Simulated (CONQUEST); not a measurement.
ZnS (Wurtzite-4H): equation of state with PBE

ZnS (Wurtzite-4H):

```xyz
16
Lattice="3.8227 0.0000 0.0000 0.0000 6.6211 0.0000 0.0000 0.0000 12.5200" Properties=species:S:1:pos:R:3 pbc="T T T"
Zn    0.0000    2.2070    3.1300
Zn    1.9114    5.5176    3.1300
Zn    0.0000    4.4141    9.3900
Zn    1.9114    1.1035    9.3900
Zn    0.0000    0.0000    6.2600
Zn    1.9114    3.3106    6.2600
Zn    0.0000    0.0000    0.0000
Zn    1.9114    3.3106    0.0000
S     0.0000    2.2070    0.7825
S     1.9114    5.5176    0.7825
S     0.0000    4.4141    7.0425
S     1.9114    1.1035    7.0425
S     0.0000    0.0000    3.9125
S     1.9114    3.3106    3.9125
S     0.0000    0.0000   10.1725
S     1.9114    3.3106   10.1725
```

```json
{
  "Program": "CONQUEST 1.3",
  "Task": "equation of state",
  "Functional": "PBE",
  "Potentials or basis": "PseudoDojo NC PBE, DZ, grid of 36 × 64 × 120 points",
  "k mesh": "7 × 4 × 3",
  "Occupations": "fermi-dirac, width 0.05 eV",
  "Spin": "no spin polarisation",
  "Solver": "diagonalisation",
  "SCF tolerance": "1e-06"
}
```

| Property | Result |
| --- | --- |
| Equilibrium volume | 21.39 Å³/atom (rough: see the caveat) |
| Bulk modulus at fixed shape and positions | 71 GPa (rough) |

Energy against volume, from the lowest point:
| volume (Å³/atom) | energy (meV/atom) |
| --- | --- |
| 18.617 | 93.65 |
| 19.013 | 66.55 |
| 19.409 | 44.45 |
| 19.805 | 27.00 |
| 20.202 | 14.05 |
| 20.598 | 5.32 |
| 20.994 | 0.00 |

All runs of the series together: 19 min on 1 thread of AMD EPYC 7R43 64-Core Processor (Zen 3), with other jobs on the host.

Caveat: the minimum lies outside the volumes run; the atomic basis is small; the cell was scaled at fixed shape and fractional positions, which overstates the stiffness of a crystal with free parameters, most of all of layers and chains; the basis of atomic orbitals isn't converged, which shifts pressures, moduli and gaps.
